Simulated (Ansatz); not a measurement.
# Mo: one candidate structure

Aim: relax Mo from this start, dhcp type (P6_3/mmc, No. 194), and see where it ends.

Computed with Ansatz 0.2.0 (DFT PBE, scalar-relativistic, plane waves, PAW, unless a step's input says otherwise).

## (1) The starting structure

Symmetry: P6_3/mmc, No. 194, hexagonal system. The conventional cell has a = 2.898 Å, b = 2.898 Å, c = 9.348 Å, α = 90.00°, β = 90.00°, γ = 120.00°. Mo (site symmetry -3m) has 12 Mo at 2.87 to 2.90 Å as nearest neighbours. Mo (site symmetry -6m2) is surrounded by 12 Mo at 2.87 to 2.90 Å.

Structure file:

```
Mo
1.0
     2.89846    0.00000    0.00000
    -1.44923    2.51014    0.00000
     0.00000    0.00000    9.34812
Mo
4
Direct
  0.00000 0.00000 0.00000
  0.00000 0.00000 0.50000
  0.33333 0.66667 0.75000
  0.66667 0.33333 0.25000
```

(A quick probe on a coarse mesh, which set the mesh and smearing, is not shown.)

## (3) A loose first relaxation

Input file input.yaml:

```yaml
crystal:
  lattice:
    - [2.89846476, 0.0, 0.0]
    - [-1.4492323799, 2.5101441141, 0.0]
    - [0.0, 0.0, 9.3481209292]
  atoms:
    - { symbol: Mo, position: [0.0, 0.0, 0.0] }
    - { symbol: Mo, position: [0.0, 0.0, 0.5] }
    - { symbol: Mo, position: [0.3333333333, 0.6666666667, 0.75] }
    - { symbol: Mo, position: [0.6666666667, 0.3333333333, 0.25] }
basis:
  ecutwfc: 420
kpoints:
  mp_grid: { grid: [6, 6, 2] }
hamiltonian:
  xc: pbe
scf:
  occupations: { method: gaussian, width: 0.1 }
  lower_state_search: "off"
output:
  forces: true
  stress: true
  eigenvalues: true
relax:
  adjacent_minimum: "off"
  f_tol: 0.04
  max_steps: 70
  cell: { stress_tol: 0.4 }
```

The session goes on with these runs: coarse relaxation; relaxing cell and atoms.

Before running it: what results should come out?

As calculated:

```
       quantity                                                                       value
           cell  a = 2.770 Å, b = 2.770 Å, c = 9.671 Å, α = 90.00°, β = 90.00°, γ = 120.00°
    space group                                                          P6_3/mmc (No. 194)
         volume                                                               16.07 Å³/atom
gap on the mesh                                                                none (metal)
```

The space group stayed P6_3/mmc, and from the first guess the volume went from 17.00 to 16.07 Å³/atom.
